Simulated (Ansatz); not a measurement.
# A defect in a wire: armchair graphene nanoribbon (N = 10, H edges), Ni in place of one C, part 3 of 4

Aim: how much does this defect scatter, and at which energies?

Ansatz 0.2.0; DFT PBE, plane waves, PAW; relaxation of a wire's period (the session's first sound run).

So far. Step 2 (The relaxed wire): The cell's length comes to 4.291 Å with spin left out. Step 3 (The perfect wire): At the computed energy nearest the Fermi level there are 0 channels a spin, and the thermal average gives 7.5e-10 G₀; the gap is 1.12 eV.

## (4) Relaxing the junction

This step: DFT PBE, plane waves, PAW; relaxation of a junction in a wire, ends held (Ansatz 0.2.0).

System of this step: armchair graphene nanoribbon (N = 10, H edges), Ni in place of one C. The cell holds 168 atoms: 139 C, 28 H and 1 Ni. Cell: a = 19.921 Å, b = 7.000 Å, c = 30.038 Å, α = 90.0°, β = 90.0°, γ = 90.0°. Regions: held atoms, 96 atoms (80 C and 16 H); free atoms, 72 atoms (59 C, 12 H and 1 Ni). Vacuum lies along a and b. The structure's axis is c.

72 atoms at the defect are free to relax, while 96 stay where the perfect wire has them, so that the ends still repeat as a lead.

input.yaml reads:

```yaml
crystal:
  lattice:
    - [19.921, 0.0, 0.0]
    - [0.0, 7.0, 0.0]
    - [0.0, 0.0, 30.0382990689]
  atoms:
    - { symbol: C, position: [0.222885056, 0.5, 0.001009424] }
    - { symbol: C, position: [0.34513068, 0.5, 0.999974961] }
    - { symbol: C, position: [0.469141577, 0.5, 0.999976326] }
    - { symbol: C, position: [0.592746528, 0.5, 0.000132396] }
    - { symbol: C, position: [0.716606391, 0.5, 0.999858888] }
    - { symbol: C, position: [0.222885056, 0.5, 0.046609624] }
    - { symbol: C, position: [0.34513068, 0.5, 0.047644086] }
    - { symbol: C, position: [0.469141577, 0.5, 0.047642722] }
    - { symbol: C, position: [0.592746528, 0.5, 0.047486651] }
    - { symbol: C, position: [0.716606391, 0.5, 0.04776016] }
    - { symbol: H, position: [0.825190712, 0.5, 0.055291444] }
    - { symbol: H, position: [0.174809288, 0.5, 0.063756175] }
    - { symbol: C, position: [0.283393609, 0.5, 0.07128746] }
    - { symbol: C, position: [0.407253472, 0.5, 0.071560968] }
    - { symbol: C, position: [0.530858423, 0.5, 0.071404897] }
    - { symbol: C, position: [0.65486932, 0.5, 0.071403533] }
    - { symbol: C, position: [0.777114944, 0.5, 0.072437995] }
    - { symbol: C, position: [0.283393609, 0.5, 0.119188731] }
    - { symbol: C, position: [0.407253472, 0.5, 0.118915223] }
    - { symbol: C, position: [0.530858423, 0.5, 0.119071293] }
    - { symbol: C, position: [0.65486932, 0.5, 0.119072658] }
    - { symbol: C, position: [0.777114944, 0.5, 0.118038195] }
    - { symbol: H, position: [0.174809288, 0.5, 0.126720015] }
    - { symbol: H, position: [0.825190712, 0.5, 0.135184747] }
    - { symbol: C, position: [0.222885056, 0.5, 0.143866566] }
    - { symbol: C, position: [0.34513068, 0.5, 0.142832104] }
    - { symbol: C, position: [0.469141577, 0.5, 0.142833469] }
    - { symbol: C, position: [0.592746528, 0.5, 0.142989539] }
    - { symbol: C, position: [0.716606391, 0.5, 0.142716031] }
    - { symbol: C, position: [0.222885056, 0.5, 0.189466767] }
[... 132 atom lines left out ...]
    - { symbol: C, position: [0.407253472, 0.5, 0.97605808] }
    - { symbol: C, position: [0.530858423, 0.5, 0.97621415] }
    - { symbol: C, position: [0.65486932, 0.5, 0.976215515] }
    - { symbol: C, position: [0.777114944, 0.5, 0.975181053] }
    - { symbol: H, position: [0.174809288, 0.5, 0.983862873] }
    - { symbol: H, position: [0.825190712, 0.5, 0.992327604] }
magnetization:
  spin_polarized: true
kpoints:
  mp_grid: { grid: [1, 1, 1] }
scf:
  occupations: { method: fermi_dirac, width: 0.1 }
hamiltonian:
  xc: pbe
relax:
  constraints:
    - { sites: [0, 1, 2, 3, 4, 5, 6, 7, 8, 9, 10, 11, 12, 13, 14, 15, 16, 17, 18, 19, 20, 21, 22, 23, 24, 25, 26, 27, 28, 29, 30, 31, 32, 33, 34, 35, 36, 37, 38, 39, 40, 41, 42, 43, 44, 45, 46, 47, 120, 121, 122, 123, 124, 125, 126, 127, 128, 129, 130, 131, 132, 133, 134, 135, 136, 137, 138, 139, 140, 141, 142, 143, 144, 145, 146, 147, 148, 149, 150, 151, 152, 153, 154, 155, 156, 157, 158, 159, 160, 161, 162, 163, 164, 165, 166, 167] }
  f_tol: 0.04
  max_steps: 35
```

Run with:

```
ansatz run input.yaml --threads 16 --pin off --max-ram 61440MiB --backend cuda --events-out ev --progress --plain --runs-dir out --max-vram 78GiB
```

Numbers of over 12 decimals in the logs are rounded to 6 here.

What it wrote:

```text
[...]
GPU FFT provider: cuFFT
GPU libraries: cuBLAS 13.8.1, cuFFT 12.4.0, cuSOLVER 12.3.2
[...]
Crystal: 168 atoms, lattice volume = 4188.751 Å³
Basis set: ecut = 420 eV, 82017 PW (Γ), exchange–correlation on 270×96×432 points (8 copies of the dense FFT grid, shifted against one another)
Bands: 470, of which v1, the nominal top of the filled ones, is band 301 counted from 1 (300 counted from 0)
Symmetry: 1 space group operations
[...]
k-points: 1
[...]
Starting moments: Σ|m| = 1 μB on 1 of 168 sites
[...]
GPU buffer pool allocated for 1399680 grid points (all kernels)
[...]
SCF iter   1: F=—  HF=-41249.959874 eV  |F-HF|=—  |Δ(HF+E_count)|=         —  Δρ=3.96e-2 (↑3.96e-2 ↓3.86e-2)  dr2=2.49e2  dr2_m=1.20e0  M=0.050 μB ∫|m|=0.362 μB  β_m=0.30  ethr=3.10e-3  ⟨swp⟩=6.0  Hψ=4499  notcnv=0  defer=193
[...]
spin=Collinear: Resta preconditioning applied to the charge; magnetization (m = ρ↑ − ρ↓) channel mixes plain (no charge-response kernel on spin).
SCF iter   2: F=—  HF=-41189.951984 eV  |F-HF|=—  |Δ(HF+E_count)|=    6.00e1  Δρ=2.70e-2 (↑2.54e-2 ↓2.70e-2)  dr2=1.16e2  dr2_m=3.66e-1  M=0.948 μB ∫|m|=0.971 μB  β_m=0.30  ethr=3.10e-3  ⟨swp⟩=3.0  Hψ=1802  notcnv=0  defer=266
[...]
spin=Collinear: LDOS preconditioning applied to the charge; magnetization (m = ρ↑ − ρ↓) channel mixes plain (no charge-response kernel on spin).
SCF iter   3: F=—  HF=-41159.579890 eV  |F-HF|=—  |Δ(HF+E_count)|=    3.04e1  Δρ=1.81e-2 (↑1.42e-2 ↓1.81e-2)  dr2=8.06e1  dr2_m=3.44e-1  M=0.737 μB ∫|m|=0.762 μB  β_m=0.30  ethr=3.10e-3  ⟨swp⟩=4.5  Hψ=2516  notcnv=0  defer=276
[...]
SCF iter   8: F=—  HF=-41153.235828 eV  |F-HF|=—  |Δ(HF+E_count)|=   3.86e-2  Δρ=1.16e-3 (↑1.16e-3 ↓9.65e-4)  dr2=4.41e-2  dr2_m=3.92e-2  M=0.010 μB ∫|m|=0.071 μB  β_m=0.30  ethr=1.31e-5  ⟨swp⟩=1.0  Hψ=670  notcnv=0  defer=270
[...]
spin-set hold released at iteration 8 (site moments contracting): the magnetisation degrees of freedom join the quasi-Newton model from the next iteration; the mixer history was flushed
SCF iter   9: F=—  HF=-41153.243528 eV  |F-HF|=—  |Δ(HF+E_count)|=   7.70e-3  Δρ=8.18e-4 (↑7.70e-4 ↓8.18e-4)  dr2=3.83e-3  dr2_m=2.27e-2  M=0.005 μB ∫|m|=0.060 μB  β_m=0.50  ethr=7.33e-6  ⟨swp⟩=2.0  Hψ=878  notcnv=0  defer=270
[...]
SCF iter  16: F=-41153.262359 eV  HF=-41153.262359 eV  |F-HF|=3.38e-7  |Δ(HF+E_count)|=   2.85e-6  Δρ=2.79e-6 (↑2.79e-6 ↓2.36e-6)  dr2=6.61e-7  dr2_m=2.01e-7  M=-0.000 μB ∫|m|=0.003 μB  ethr=2.33e-10  ⟨swp⟩=2.0  Hψ=1550  notcnv=0
WARN: the starting moments were not kept: the SCF closed with an absolute magnetisation of 2.5e-3 μB, where they sum to 1 μB in size (1 site). That is at most 0.1 of that sum. Measured as dr2_m measures the in/out step, that magnetisation stands 1.4e-7 eV from none, at or under the dr2_threshold of 4.0e-5 eV: it is no larger than a step whose dr2_m would equal this threshold. The system may hold no moment; this SCF s [...]
SCF 1 converged in 16 iterations: F = -41153.262359 eV  dr2 = 6.61e-7
[...]
relax step   1: F+E_penalty+E_count = -41153.26235862 eV  Δ(F+E_penalty+E_count) = +0.000e0 eV  max|allowed force component| = 1.222e1 eV/Å  Δτ_max = 0.0000 Å  (16 SCF iters, dr2 threshold 4.00e-5 eV, accepted)
[...]
GPU FFT provider: cuFFT
GPU libraries: cuBLAS 13.8.1, cuFFT 12.4.0, cuSOLVER 12.3.2
[...]
Starting moments: Σ|m| = 1 μB on 1 of 168 sites; this step starts from the density that it was given
[...]
GPU buffer pool allocated for 1399680 grid points (all kernels)
[...]
SCF iter  10: F=-41155.752774 eV  HF=-41155.752776 eV  |F-HF|=1.75e-6  |Δ(HF+E_count)|=   3.79e-7  Δρ=4.01e-6 (↑4.01e-6 ↓3.69e-6)  dr2=2.91e-6  dr2_m=3.60e-7  M=0.000 μB ∫|m|=0.001 μB  ethr=1.81e-9  ⟨swp⟩=1.0  Hψ=1885  notcnv=0
the starting moments were not kept: the SCF closed with an absolute magnetisation of 8.2e-4 μB, where they sum to 1 μB in size (1 site). That is at most 0.1 of that sum. Measured as dr2_m measures the in/out step, that magnetisation stands 6.6e-8 eV from none, at or under the dr2_threshold of 1.0e-4 eV: it is no larger than a step whose dr2_m would equal this threshold.
SCF 2 converged in 10 iterations: F = -41155.752774 eV  dr2 = 2.91e-6
[...]
relax step   2: F+E_penalty+E_count = -41155.75277437 eV  Δ(F+E_penalty+E_count) = -2.490e0 eV  max|allowed force component| = 7.410e0 eV/Å  Δτ_max = 0.1589 Å  (10 SCF iters, dr2 threshold 1.00e-4 eV, accepted)
[...]
GPU FFT provider: cuFFT
GPU libraries: cuBLAS 13.8.1, cuFFT 12.4.0, cuSOLVER 12.3.2
[...]
GPU buffer pool allocated for 1399680 grid points (all kernels)
[...]
SCF iter   1: F=—  HF=-41156.768987 eV  |F-HF|=—  |Δ(HF+E_count)|=         —  Δρ=4.96e-3 (↑4.78e-3 ↓4.96e-3)  dr2=9.46e-1  dr2_m=5.44e-1  M=0.006 μB ∫|m|=0.083 μB  β_m=0.30  ethr=7.92e-4  ⟨swp⟩=5.0  Hψ=2957  notcnv=0  defer=201
[...]
SCF iter  10: F=-41157.121763 eV  HF=-41157.121765 eV  |F-HF|=1.81e-6  |Δ(HF+E_count)|=   1.69e-6  Δρ=4.08e-6 (↑3.90e-6 ↓4.08e-6)  dr2=3.03e-6  dr2_m=4.23e-7  M=0.000 μB ∫|m|=0.001 μB  ethr=1.55e-9  ⟨swp⟩=1.0  Hψ=2222  notcnv=0
[...]
SCF 3 converged in 10 iterations: F = -41157.121763 eV  dr2 = 3.03e-6
relax step   3: F+E_penalty+E_count = -41157.12176334 eV  Δ(F+E_penalty+E_count) = -1.369e0 eV  max|allowed force component| = 2.654e0 eV/Å  Δτ_max = 0.1946 Å  (10 SCF iters, dr2 threshold 1.00e-4 eV, accepted)
[...]
relax step   4: F+E_penalty+E_count = -41157.34094976 eV  Δ(F+E_penalty+E_count) = -2.192e-1 eV  max|allowed force component| = 1.320e0 eV/Å  Δτ_max = 0.2000 Å  (11 SCF iters, dr2 threshold 1.00e-4 eV, accepted)
[...]
relax step   5: F+E_penalty+E_count = -41157.43197854 eV  Δ(F+E_penalty+E_count) = -9.103e-2 eV  max|allowed force component| = 1.900e-1 eV/Å  Δτ_max = 0.1944 Å  (11 SCF iters, dr2 threshold 1.00e-4 eV, accepted)
[...]
relax step   6: F+E_penalty+E_count = -41157.44847950 eV  Δ(F+E_penalty+E_count) = -1.650e-2 eV  max|allowed force component| = 1.430e-1 eV/Å  Δτ_max = 0.0736 Å  (13 SCF iters, dr2 threshold 2.26e-6 eV, accepted)
[...]
atom  10  C     -0.00498662    -0.00006696     0.02336561
  atom  11  H     -0.00112368    -0.00001843    -0.00100237
  atom  12  H     -0.00073232     0.00003504    -0.00078351
  atom  13  C      0.00116134    -0.00008622    -0.02841106
  atom  14  C      0.00089863    -0.00054923     0.01213598
  atom  15  C     -0.00725544    -0.00054890    -0.02397230
  atom  16  C      0.00452378     0.00005681    -0.01465543
  atom  17  C     -0.00917011    -0.00008508    -0.00871994
  atom  18  C      0.00512454    -0.00027496     0.02255036
  atom  19  C     -0.00042493    -0.00033824    -0.00466286
  atom  20  C     -0.00817390    -0.00072339     0.01870752
  atom  21  C      0.01677737     0.00075019     0.00908195
  atom  22  C     -0.00050284     0.00021296     0.01297357
  atom  23  H      0.00119869     0.00066270    -0.00086895
  atom  24  H      0.00036571     0.00017481    -0.00044904
  atom  25  C      0.00773905     0.00122232    -0.00840820
  atom  26  C     -0.00595142     0.00248929    -0.01067442
  atom  27  C      0.00749617     0.00439382    -0.00729960
  atom  28  C     -0.00703751     0.00233848     0.00229129
  atom  29  C     -0.00263046    -0.00056242    -0.02906602
  atom  30  C      0.00147541    -0.00398341     0.01089525
  atom  31  C     -0.03073966     0.00084471     0.00105490
  atom  32  C      0.02957493    -0.00302181    -0.00355528
  atom  33  C      0.00178188     0.00088701     0.00303271
  atom  34  C     -0.00003587    -0.00711440     0.02256026
  atom  35  H     -0.00110526     0.00644993    -0.00196911
  atom  36  H     -0.00058976    -0.00043825    -0.00253244
  atom  37  C      0.00601446    -0.01447095    -0.05367995
  atom  38  C      0.00289151    -0.04758075     0.05295619
  atom  39  C     -0.01246320    -0.04473323    -0.03138175
  atom  40  C      0.01117179    -0.00280634    -0.01740997
[...]
atom 157  C     -0.00247180    -0.00017147    -0.02964394
  atom 158  C      0.00260818     0.00006716     0.00091975
  atom 159  C     -0.00298876     0.00007853    -0.02530155
  atom 160  C      0.00234219     0.00000430    -0.01756136
  atom 161  C     -0.01102611     0.00001459    -0.01038541
  atom 162  C      0.00559651     0.00001281     0.02506802
  atom 163  C      0.00137129     0.00010663     0.00771836
  atom 164  C     -0.01012151     0.00015049     0.02034754
  atom 165  C      0.01271352    -0.00002856     0.01071857
  atom 166  C      0.00051272    -0.00003984     0.01490755
  atom 167  H      0.00115295    -0.00000289    -0.00080676
  atom 168  H      0.00043054     0.00000408    -0.00052239
  max |Σ_I F_I| component: 7.78e-5 eV/Å
--- Relaxed structure (8 steps of the walk, 8 accepted, 0 SCFs on fresh bases) ---
  F+E_penalty+E_count = -41157.45592682 eV   max|allowed force component| = 2.531e-2 eV/Å
  atoms:
    - { symbol: C, position: [0.222885, 0.5, 0.001009424] }
    - { symbol: C, position: [0.34513068, 0.5, 0.999975] }
    - { symbol: C, position: [0.469141577, 0.5, 0.999976326] }
    - { symbol: C, position: [0.592747, 0.5, 0.000132396] }
    - { symbol: C, position: [0.716606, 0.5, 0.999858888] }
    - { symbol: C, position: [0.222885, 0.5, 0.046609624] }
    - { symbol: C, position: [0.34513068, 0.5, 0.047644086] }
    - { symbol: C, position: [0.469141577, 0.5, 0.047643] }
    - { symbol: C, position: [0.592747, 0.5, 0.047486651] }
    - { symbol: C, position: [0.716606, 0.5, 0.04776016] }
    - { symbol: H, position: [0.825191, 0.5, 0.055291444] }
    - { symbol: H, position: [0.174809288, 0.5, 0.063756175] }
    - { symbol: C, position: [0.283393609, 0.5, 0.071287] }
    - { symbol: C, position: [0.407253, 0.5, 0.071560968] }
    - { symbol: C, position: [0.530858423, 0.5, 0.071405] }
    - { symbol: C, position: [0.65486932, 0.5, 0.071404] }
    - { symbol: C, position: [0.777115, 0.5, 0.072438] }
    - { symbol: C, position: [0.283393609, 0.5, 0.119188731] }
    - { symbol: C, position: [0.407253, 0.5, 0.118915223] }
    - { symbol: C, position: [0.530858423, 0.5, 0.119071293] }
    - { symbol: C, position: [0.65486932, 0.5, 0.119072658] }
    - { symbol: C, position: [0.777115, 0.5, 0.118038195] }
    - { symbol: H, position: [0.174809288, 0.5, 0.126720015] }
    - { symbol: H, position: [0.825191, 0.5, 0.135184747] }
    - { symbol: C, position: [0.222885, 0.5, 0.143866566] }
    - { symbol: C, position: [0.34513068, 0.5, 0.142832104] }
    - { symbol: C, position: [0.469141577, 0.5, 0.142833] }
    - { symbol: C, position: [0.592747, 0.5, 0.142990] }
    - { symbol: C, position: [0.716606, 0.5, 0.142716] }
    - { symbol: C, position: [0.222885, 0.5, 0.189466767] }
    - { symbol: C, position: [0.34513068, 0.5, 0.190501229] }
    - { symbol: C, position: [0.469141577, 0.5, 0.190499864] }
    - { symbol: C, position: [0.592747, 0.5, 0.190343794] }
    - { symbol: C, position: [0.716606, 0.5, 0.190617302] }
    - { symbol: H, position: [0.825191, 0.5, 0.198148587] }
    - { symbol: H, position: [0.174809288, 0.5, 0.206613318] }
    - { symbol: C, position: [0.283393609, 0.5, 0.214144602] }
    - { symbol: C, position: [0.407253, 0.5, 0.214418] }
    - { symbol: C, position: [0.530858423, 0.5, 0.21426204] }
    - { symbol: C, position: [0.65486932, 0.5, 0.214260676] }
    - { symbol: C, position: [0.777115, 0.5, 0.215295138] }
    - { symbol: C, position: [0.283393609, 0.5, 0.262045874] }
    - { symbol: C, position: [0.407253, 0.5, 0.261772365] }
    - { symbol: C, position: [0.530858423, 0.5, 0.261928436] }
    - { symbol: C, position: [0.65486932, 0.5, 0.261929801] }
    - { symbol: C, position: [0.777115, 0.5, 0.260895338] }
    - { symbol: H, position: [0.174809288, 0.5, 0.269577158] }
    - { symbol: H, position: [0.825191, 0.5, 0.278041889] }
[...]
- { symbol: H, position: [0.825186, 0.486867, 0.340976] }
    - { symbol: H, position: [0.174655, 0.500150, 0.349363] }
[...]
- { symbol: H, position: [0.175907, 0.457472, 0.412370] }
    - { symbol: H, position: [0.825100, 0.485169, 0.420910] }
[...]
- { symbol: H, position: [0.824897, 0.474967, 0.483894] }
    - { symbol: H, position: [0.175668, 0.463980, 0.492396] }
[...]
- { symbol: Ni, position: [0.405569, 0.694695, 0.499149] }
[...]
- { symbol: H, position: [0.175324, 0.481565, 0.555272] }
    - { symbol: H, position: [0.824721, 0.476034, 0.563814] }
[...]
- { symbol: H, position: [0.825163, 0.495142, 0.626730] }
    - { symbol: H, position: [0.174815, 0.472344, 0.635323] }
[...]
- { symbol: H, position: [0.174884, 0.502086, 0.698074] }
    - { symbol: H, position: [0.825195, 0.497721, 0.706653] }
[...]
- { symbol: H, position: [0.825191, 0.5, 0.769577158] }
    - { symbol: H, position: [0.174809288, 0.5, 0.778041889] }
[...]
- { symbol: H, position: [0.174809288, 0.5, 0.841006] }
    - { symbol: H, position: [0.825191, 0.5, 0.849470461] }
[...]
- { symbol: C, position: [0.592747, 0.5, 0.904629508] }
    - { symbol: C, position: [0.716606, 0.5, 0.904903] }
    - { symbol: H, position: [0.825191, 0.5, 0.912434] }
    - { symbol: H, position: [0.174809288, 0.5, 0.920899032] }
    - { symbol: C, position: [0.283393609, 0.5, 0.928430317] }
    - { symbol: C, position: [0.407253, 0.5, 0.928703825] }
    - { symbol: C, position: [0.530858423, 0.5, 0.928548] }
    - { symbol: C, position: [0.65486932, 0.5, 0.928546] }
    - { symbol: C, position: [0.777115, 0.5, 0.929580852] }
    - { symbol: C, position: [0.283393609, 0.5, 0.976332] }
    - { symbol: C, position: [0.407253, 0.5, 0.976058] }
    - { symbol: C, position: [0.530858423, 0.5, 0.97621415] }
    - { symbol: C, position: [0.65486932, 0.5, 0.976215515] }
    - { symbol: C, position: [0.777115, 0.5, 0.975181] }
    - { symbol: H, position: [0.174809288, 0.5, 0.983863] }
    - { symbol: H, position: [0.825191, 0.5, 0.992327604] }
[key lines of the parts left out:]
SCF converged after 13 iterations
Magnetization: 0.0000 μB (301.0000 up, 301.0000 down)
Free energy (F): -41157.455927 eV
Fermi energy:    -0.470462 eV
```

The job ended after 22 s (1 × NVIDIA GB200 with 16 threads of Arm Neoverse V2, shared host; peak memory 2.4 GiB).

The steps of the relaxation:

```tsv
step	energy less that of the first step (eV)	largest force component (eV/Å)
1	0.0000	12.2247
2	-2.4904	7.4099
3	-3.8594	2.6537
4	-4.0786	1.3200
5	-4.1696	0.1900
6	-4.1861	0.1430
7	-4.1926	0.0423
8	-4.1936	0.0253
```

The atoms that moved most (Å):

```tsv
atom	dx	dy	dz	length
Ni86	-0.034	0.863	-0.030	0.864
C91	-0.010	0.546	0.142	0.564
C80	0.085	0.448	-0.061	0.460
C79	-0.099	0.373	-0.058	0.391
C99	0.008	0.311	0.023	0.312
H71	0.022	-0.298	-0.002	0.299
C75	0.007	0.292	-0.027	0.293
C98	-0.021	0.274	0.025	0.276
```

This step gave:

| Property | Result |
| --- | --- |
| energy at zero smearing | -41157.4169 eV |

The largest force component on a free atom ends at 0.025 eV/Å, under the limit of 0.04. Ni ends nearest to C at 1.79 Å, C at 1.80 Å and C at 1.80 Å. 2 atoms of the wire itself, hydrogen apart, moved by over 0.45 Å, up to 0.56 Å.

(Continued in part 4 of 4.)

[Logs are printed without paths, hosts, clocks, repeated set-up lines and the standing remarks that a program may print on its own settings, such as how far it seeks lower states.]

[Hosts, paths, dates, database ids (printed as entryN), source tags and the programs' standing remarks are cut or masked in the printed files.]
